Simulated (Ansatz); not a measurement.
A crystal relaxed with r2SCAN in Ansatz has space group P6_3mc (No. 186) and a = 3.097 Å, c = 10.034 Å.

```csv
atom,site,x,y,z
Xx,2a,0.0000,0.0000,0.9987
Xx,2b,0.3333,0.6667,0.2498
N,2a,0.0000,0.0000,0.1882
N,2b,0.3333,0.6667,0.4382
```

r2SCAN gives an indirect gap of 4.67 eV, from Γ to M; the least direct gap is 4.86 eV at Γ. HSE06 gives an indirect gap of 5.31 eV, from Γ to M; the least direct gap is 5.57 eV at Γ. Meshes: r2SCAN 12×12×4, HSE06 6×6×2. r2SCAN's ε∞ is 4.2 along x and y, 4.3 along z.

Task: Which element is Xx?
A. In
B. Ga
C. B
D. Al

Result: D. Xx is Al: AlN, 4H polytype. Around Al lie 4 N at 1.89–1.90 Å; around Al lie 4 N at 1.89 Å; around N lie 4 Al at 1.89–1.90 Å; around N lie 4 Al at 1.89 Å.

The calculation is spin-unpolarised, and the structure need not be a phase that has been made.

The meshes of the hybrids are coarse, so their gaps aren't converged to the digits shown.
